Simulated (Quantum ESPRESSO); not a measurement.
The system is MoP.

```
CELL_PARAMETERS angstrom
3.22300 0.00000 0.00000
-1.61150 2.79120 0.00000
0.00000 0.00000 3.19100
ATOMIC_POSITIONS crystal
Mo 0.00000 0.00000 0.00000
P 0.33333 0.66667 0.50000
```

Base run:

- Program: Quantum ESPRESSO 7.5
- Functional: PBEsol
- Potentials or basis: SSSP 1.3 efficiency PBE
- Cutoff: 816 eV
- Density cutoff: 5987 eV
- k mesh: 10 × 10 × 8
- Occupations: fermi-dirac, width 0.05 eV
- Spin: no spin polarisation
- Hubbard terms: Mo d U = 6 eV

Its results: band gap on the k mesh none (metal or under the smearing width); pressure -14.7 GPa.

Question: The run is repeated on the same cell with these changes: hubbard terms from Mo d U = 6 eV to none. What comes out?

Answer: Band gap on the k mesh none (metal or under the smearing width); pressure -3.1 GPa.

Caveats: the potentials were made for another functional, which shifts forces and pressure; U without spin polarisation on a metal has little footing (some runs); the U is typed as a test and isn't derived for this compound (some runs).
